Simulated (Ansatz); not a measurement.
**How far is PAW off for CdI2?**

```
CELL_PARAMETERS angstrom
4.24400 0.00000 0.00000
-2.12200 3.67541 0.00000
0.00000 0.00000 6.85900
ATOMIC_POSITIONS crystal
Cd 0.00000 0.00000 0.00000
I 0.33333 0.66667 0.24920
I 0.66667 0.33333 0.75080
```

Atoms are numbered in the order listed.

The cell is COD entry 1539851, as deposited and not checked against the literature; nothing was relaxed. It differs from other determinations.

No spin–orbit coupling, which matters for the heavy atoms here.

Levels of theory: DFT, PBEsol, PAW with Ansatz's default frozen-core files, scalar-relativistic (Ansatz 0.2.0); DFT, PBEsol, all-electron PAW with datasets made for the crystal, scalar-relativistic (Ansatz 0.2.0); DFT, PBEsol, all-electron LAPW, scalar-relativistic (Ansatz 0.2.0).

For PAW: a Γ-centred 8×8×5 k mesh, Fermi–Dirac smearing of 0.03 eV, cutoff 420 eV, no spin polarisation; the PAW files were made with PBE, and the program remakes their frozen cores for this functional. The crystal-made all-electron datasets (AE datasets) take a cutoff of 240 eV at this cell. LAPW targets a basis error of 0.5 meV/atom. The Ansatz runs share mesh, smearing and spin set-up. Plane-wave (PAW) pressures include the program's estimate of the Pulay term.

Stress and pressure are positive in compression.

Spin–orbit coupling is left out, which moves gradients at and beside heavy atoms by some per cent and at worst by a factor of two.

Levels count from the top of the valence band.

```csv
quantity,PAW,AE datasets,LAPW
pressure (GPa),-0.40,-0.40,-0.40
stress xx (GPa),-0.46,-0.46,-0.46
stress zz (GPa),-0.28,-0.28,-0.27
"force on I2, z (eV/Å)",-0.095,-0.094,-0.094
band gap (eV),2.297,2.297,2.297
highest filled level at L (eV),-0.464,-0.464,-0.464
lowest empty level at L (eV),2.303,2.303,2.303
highest filled level at K (eV),-1.123,-1.124,-1.123
lowest empty level at K (eV),2.623,2.623,2.623
largest principal field gradient Vzz at Cd1 (10²¹ V/m²),0.10,0.10,–
largest principal field gradient Vzz at I2 (10²¹ V/m²),-5.72,-5.75,–
```

PAW's pressure differs from the LAPW value by about 0.01 GPa or less.
